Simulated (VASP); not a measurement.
# PtSe2 (P-3m1) in VASP: further runs

Runs on PtSe2. Level: PBE+D3(BJ). Tasks: relaxation of cell and atoms.

Everything below comes from runs of VASP 6.6.1. Logs are shortened: lines on timing, memory, paths and dates and some standing lists are left out, and cuts for length are marked.

### Step 1. The structure

The structure is trigonal, space group P-3m1 (No. 164). Conventional cell: a = 3.724 Å, b = 3.724 Å, c = 5.062 Å, α = 90.00°, β = 90.00°, γ = 120.00°. Pt (site symmetry -3m) has 6 Se at 2.49 Å as nearest neighbours. Se (site symmetry 3m) has 3 Pt at 2.49 Å as nearest neighbours.

### Step 2. Relaxation of cell and atoms, PBE+D3(BJ)

Contents of INCAR:

```
SYSTEM = PtSe2
  PREC = Accurate
  ENCUT = 600
  EDIFF = 1E-6
  ISMEAR = 0
  SIGMA = 0.03
  LREAL = .False.
  LASPH = .True.
  NELM = 80
  ALGO = Normal
  ISIF = 3
  LWAVE = .False.
  LCHARG = .False.
  GGA = PE
  IVDW = 12
  IBRION = 2
  NSW = 90
  EDIFFG = -0.01
```

Contents of KPOINTS:

```
Automatic mesh
0
Gamma
  9 9 5
  0 0 0
```

Contents of POSCAR:

```
PtSe2
1.0
    3.7240000000      0.0000000000      0.0000000000
   -1.8620000000      3.2250786000      0.0000000000
    0.0000000000      0.0000000000      5.0620000000
Pt Se
1 2
Direct
    0.0000000000      0.0000000000      0.0000000000
    0.3333333300      0.6666666700      0.2500000000
    0.6666666700      0.3333333300      0.7500000000
```

Potentials or basis: VASP PAW PBE potentials, release 64 (Pt, Se).

The run is started by

```sh
> cat potpaw_PBE.64/Pt/POTCAR potpaw_PBE.64/Se/POTCAR > POTCAR
> mpirun -np 1 vasp_std > vasp.out
```

OUTCAR:

```text
SYSTEM = PtSe2
   PREC = Accurate
   ENCUT = 600
   EDIFF = 1E-6
   ISMEAR = 0
   LREAL = .False.
   LASPH = .True.
   NELM = 80
   ISIF = 3
   GGA = PE
   IVDW = 12
   IBRION = 2
   NSW = 90
   EDIFFG = -0.01
 IVDW          = 12

 ion  position               nearest neighbor table
   1  0.000  0.000  0.000-   2 2.49   3 2.49   2 2.49   3 2.49   3 2.49   2 2.49
   2  0.333  0.667  0.250-   1 2.49   1 2.49   1 2.49
   3  0.667  0.333  0.750-   1 2.49   1 2.49   1 2.49

  LATTYP: Found a hexagonal cell.
 ALAT       =     3.7240000000
 C/A-ratio  =     1.3592910849

  Lattice vectors:

 A1 = (   3.7240000000,   0.0000000000,   0.0000000000)
 A2 = (  -1.8620000000,   3.2250786000,   0.0000000000)
 A3 = (   0.0000000000,   0.0000000000,   5.0620000000)

Analysis of symmetry for initial positions (statically):
=====================================================================
 Subroutine PRICEL returns:
 Original cell was already a primitive cell.

 Routine SETGRP: Setting up the symmetry group for a
 hexagonal supercell.

 Subroutine GETGRP returns: Found 12 space group operations
 (whereof 12 operations were pure point group operations)
 out of a pool of 24 trial point group operations.

The static configuration has the point symmetry D_3d.

Analysis of symmetry for dynamics (positions and initial velocities):
=====================================================================
 Subroutine PRICEL returns:
 Original cell was already a primitive cell.

 Routine SETGRP: Setting up the symmetry group for a
 hexagonal supercell.

 Subroutine GETGRP returns: Found 12 space group operations
 (whereof 12 operations were pure point group operations)
 out of a pool of 24 trial point group operations.

The dynamic configuration has the point symmetry D_3d.

 Subroutine INISYM returns: Found 12 space group operations
 (whereof 12 operations are pure point group operations),
 and found     1 'primitive' translations

----------------------------------------------------------------------------------------

                                     Primitive cell

  volume of cell :      60.7956

  direct lattice vectors                    reciprocal lattice vectors
     3.724000000  0.000000000  0.000000000     0.268528464  0.155034981  0.000000000
    -1.862000000  3.225078600  0.000000000     0.000000000  0.310069962  0.000000000
     0.000000000  0.000000000  5.062000000     0.000000000  0.000000000  0.197550375

  length of vectors
     3.724000000  3.723999997  5.062000000     0.310069962  0.310069962  0.197550375

  position of ions in fractional coordinates (direct lattice)
     0.000000000  0.000000000  0.000000000
     0.333333330  0.666666670  0.250000000
[... 93 lines left out ...]
   EFERMI =   0.00;   METHOD = LEGACY
   ISMEAR =     0;   SIGMA  =   0.03  broadening in eV -4-tet -1-fermi 0-gaus
   EFERMI_NEDOS =   21; number of points for ismear=-14 and -15
   IALGO  =     38    algorithm
   IMIX   =      4    mixing-type and parameters
     AMIX     =   0.40;   BMIX     =  1.00
     AMIX_MAG =   1.60;   BMIX_MAG =  1.00
  volume/ion in A,a.u.               =      20.27       136.76
  Fermi-wavevector in a.u.,A,eV,Ry     =   1.166608  2.204570 18.517184  1.360975
  Thomas-Fermi vector in A             =   2.303119
   LORBIT       =      0    0 simple, 1 ext, 2 COOP (PROOUT), +10 PAW based schemes
   GGA     = PE    functional components
   LHFCALC =     F    Hartree Fock is set to
   AEXX    =    0.0000 exact exchange contribution
   IVDW    =    12    specifies the selected vdW correction
   LEPSILON=     F    determine dielectric tensor
   LRPA    =     F    only Hartree local field effects (RPA)
 conjugate gradient relaxation of ions
 non-spin polarized calculation
 Gauss-broadening in eV      SIGMA  =   0.03
  energy-cutoff  :      600.00
  volume of cell :       60.80
 maximum number of plane-waves:      2053
 NGX is ok and might be reduce to    30
   NGX = 15   NGY = 15   NGZ = 21

--------------------------------------- Ionic step        1  -------------------------------------------

 number of electron      22.0000000 magnetization

 Free energy of the ion-electron system (eV)
  ---------------------------------------------------
  ext. energy  EPLUGINS =         0.00000000
  ---------------------------------------------------
  free energy    TOTEN  =       -14.18373736 eV

  energy without entropy =      -14.18329863  energy(sigma->0) =      -14.18351799

------------------------ aborting loop because EDIFF is reached ----------------------------------------

 Edisp (eV)   -1.43094

 E8    (eV) :    -0.6140
[... 108 lines left out ...]
  FREE ENERGIE OF THE ION-ELECTRON SYSTEM (eV)
  ---------------------------------------------------
  free  energy   TOTEN  =       -15.6380837703 eV

  energy  without entropy=      -15.6376887129  energy(sigma->0) =      -15.63788624

[... ionic steps 4 to 17 ...]

--------------------------------------- Ionic step       18  -------------------------------------------

 number of electron      22.0000002 magnetization

------------------------ aborting loop because EDIFF is reached ----------------------------------------
[... 77 lines left out ...]
--------------------------------------- Ionic step       20  -------------------------------------------

 number of electron      22.0000002 magnetization

 Free energy of the ion-electron system (eV)
  ---------------------------------------------------
  ext. energy  EPLUGINS =         0.00000000
  ---------------------------------------------------
  free energy    TOTEN  =       -14.19066894 eV

  energy without entropy =      -14.18984842  energy(sigma->0) =      -14.19025868

 E-fermi :   6.7719     XC(G=0): -10.8426

 val. band max:        6.7681392439   @ k =   0.0000   0.2222   0.2000
 cond. band min:       6.7751715908   @ k =  -0.1111   0.4444   0.2000
 fundamental gap:      0.0070323468
 Fermi energy:         6.7718784544

 k-point     1 :       0.0000    0.0000    0.0000
  band No.  band energies     occupation
      1      -8.9349      2.00000
      2      -5.8144      2.00000
      3      -0.3815      2.00000
      4       0.5282      2.00000
      5       0.5282      2.00000
      6       2.9641      2.00000
      7       2.9641      2.00000
      8       4.2725      2.00000
      9       5.7468      2.00000
     10       5.7468      2.00000
     11       7.5429      0.00000
     12       7.7926      0.00000
     13       7.7926      0.00000
     14      10.1000      0.00000
[... 401 lines left out ...]
      2      -6.4196      2.00000
      3       0.0925      2.00000
      4       0.7866      2.00000
      5       1.0952      2.00000
      6       1.9363      2.00000
      7       2.5910      2.00000
      8       3.4216      2.00000
      9       4.5002      2.00000
     10       4.9158      2.00000
     11       6.1738      2.00000
     12       7.0690      0.00000
     13       8.1047      0.00000
     14      11.3128      0.00000
     15      12.8781      0.00000

 [... further k-points ...]

------------------------ aborting loop because EDIFF is reached ----------------------------------------

 Edisp (eV)   -1.47489

 E8    (eV) :    -0.6337
[... 26 lines left out ...]
  FREE ENERGIE OF THE ION-ELECTRON SYSTEM (eV)
  ---------------------------------------------------
  free  energy   TOTEN  =       -15.6655570970 eV

  energy  without entropy=      -15.6647365848  energy(sigma->0) =      -15.66514684

 reached required accuracy - stopping structural energy minimisation
```

CONTCAR:

```text
PtSe2
   1.00000000000000
     3.7698143580061321   -0.0000000000000000   -0.0000000000000000
    -1.8849071790030660    3.2647549977567576   -0.0000000000000000
     0.0000000000000001    0.0000000000000000    4.8122566798105435
  Pt              Se
     1     2
Direct
     0.0000000000000000    0.0000000000000000    0.0000000000000000
     0.3333333300000021    0.6666666699999979    0.2666359229167127
     0.6666666699999979    0.3333333300000021    0.7333640770832871

  0.00000000E+00  0.00000000E+00  0.00000000E+00
  0.00000000E+00  0.00000000E+00  0.00000000E+00
  0.00000000E+00  0.00000000E+00  0.00000000E+00
```

It took 3.4 min on 1 thread of Intel Xeon 6975P-C (Granite Rapids), shared host; peak memory 0.24 GiB.

What came out:

```
Free energy                            : -15.6656 eV
Relaxed volume                         : 19.74 Å³/atom
Relaxed cell                           : a = 3.770 Å, b = 3.770 Å, c = 4.812 Å, α = 90.00°, β = 90.00°, γ = 120.00°
Space group after relaxing (to 0.05 Å) : P-3m1 (No. 164)
Energy gained by relaxing              : 17.0 meV/atom
Ionic steps                            : 20
Pressure after relaxing                : 0.0 GPa
Band gap on the k mesh                 : none (metal or under the smearing width)
Dispersion energy per atom             : -0.492 eV
```

Step by step:
```tsv
step	energy change (eV)	largest force (eV/Å)	pressure (GPa)	volume (Å³)
1	0.0000	0.6006	3.50	60.80
2	0.0320	0.3870	-5.82	64.77
3	-0.0234	0.1841	-0.55	62.31
4	-0.0234	0.1918	-0.48	62.28
5	-0.0282	0.1640	-0.42	61.93
6	-0.0396	0.0765	-0.22	60.88
7	-0.0415	0.1775	0.61	58.80
8	-0.0449	0.0420	0.19	59.80
9	-0.0491	0.0906	-0.42	59.66
10	-0.0495	0.1121	-0.67	59.60
11	-0.0493	0.0600	0.92	58.67
12	-0.0507	0.0292	0.08	59.15
13	-0.0508	0.0204	-0.01	59.21
14	-0.0509	0.0172	-0.04	59.23
15	-0.0509	0.0155	-0.02	59.24
16	-0.0509	0.0129	-0.08	59.26
17	-0.0509	0.0153	-0.06	59.25
18	-0.0509	0.0123	0.13	59.21
19	-0.0509	0.0006	0.03	59.23
20	-0.0509	0.0018	0.02	59.23
```

Final structure:
```
Pt Se
1.0
     3.76981    0.00000    0.00000
    -1.88491    3.26476    0.00000
     0.00000    0.00000    4.81226
Pt Se
1 2
Direct
  0.00000 0.00000 0.00000
  0.33333 0.66667 0.26664
  0.66667 0.33333 0.73336
```

Levels at points of the mesh, in eV from the Fermi level:
```csv
k point,band 7,band 8,band 9,band 10,band 11,band 12,band 13,band 14,band 15
"(0.00, 0.00, 0.00)",-3.81,-2.50,-1.03,-1.03,0.77,1.02,1.02,3.33,4.09
```

Caveat: pairwise dispersion overbinds metals, which lowers pressure and volume. The run has no spin-orbit coupling, so splittings on Pt are missing.

### Step 3. Relaxation of cell and atoms, PBE+D3(BJ)

This run uses another cell than the first one, of 19.74 Å³/atom, 0.974 times its volume.

INCAR: that of step 2 with these lines changed.

```diff
@@ -3,3 +3,3 @@
   ENCUT = 600
-  EDIFF = 1E-6
+  EDIFF = 1E-7
   ISMEAR = 0
@@ -17,2 +17,2 @@
   NSW = 90
-  EDIFFG = -0.01
+  EDIFFG = -0.005
```

KPOINTS is that of step 2.

Contents of POSCAR:

```
PtSe2                                   
1.0
    3.7698143580     -0.0000000000     -0.0000000000
   -1.8849071790      3.2647549978     -0.0000000000
    0.0000000000      0.0000000000      4.8122566798
  Pt              Se            
     1     2
Direct
     0.0000000000000000    0.0000000000000000    0.0000000000000000
     0.3333333300000021    0.6666666699999979    0.2666359229167127
     0.6666666699999979    0.3333333300000021    0.7333640770832871
```

Potentials or basis: VASP PAW PBE potentials, release 64 (Pt, Se).

The run is started by

```sh
> cat potpaw_PBE.64/Pt/POTCAR potpaw_PBE.64/Se/POTCAR > POTCAR
> mpirun -np 1 vasp_std > vasp.out
```

Wall time 54 s (1 thread of Intel Xeon 6975P-C (Granite Rapids), shared host); peak memory 0.24 GiB.

The run converged. Its results:

| Item | Value |
| --- | --- |
| Free energy | -15.6655 eV |
| Relaxed volume | 19.76 Å³/atom |
| Relaxed cell | a = 3.768 Å, b = 3.768 Å, c = 4.820 Å, α = 90.00°, β = 90.00°, γ = 120.00° |
| Space group after relaxing (to 0.05 Å) | P-3m1 (No. 164) |
| Energy gained by relaxing | 0.0 meV/atom |
| Ionic steps | 5 |
| Pressure after relaxing | 0.0 GPa |
| Largest force after relaxing | 0.004 eV/Å |
| Band gap on the k mesh | none (metal or under the smearing width) |
| Dispersion energy per atom | -0.491 eV |

Forces in eV/Å, atoms in the order of the input:
```
Pt   0.000  0.000  0.000
Se   0.000  0.000 -0.004
Se   0.000  0.000  0.004
```

Final structure:
```xyz
3
Lattice="3.7683 0.0000 0.0000 -1.8842 3.2635 0.0000 0.0000 0.0000 4.8198" Properties=species:S:1:pos:R:3 pbc="T T T"
Pt    0.0000    0.0000    0.0000
Se    0.0000    2.1756    1.2845
Se    1.8842    1.0878    3.5353
```

Levels at points of the mesh, in eV from the Fermi level:
```tsv
k point	band 7	band 8	band 9	band 10	band 11	band 12	band 13	band 14	band 15
(0.00, 0.00, 0.00)	-3.81	-2.50	-1.02	-1.02	0.77	1.03	1.03	3.34	4.09
```

Caveat: pairwise dispersion overbinds metals, which lowers pressure and volume.
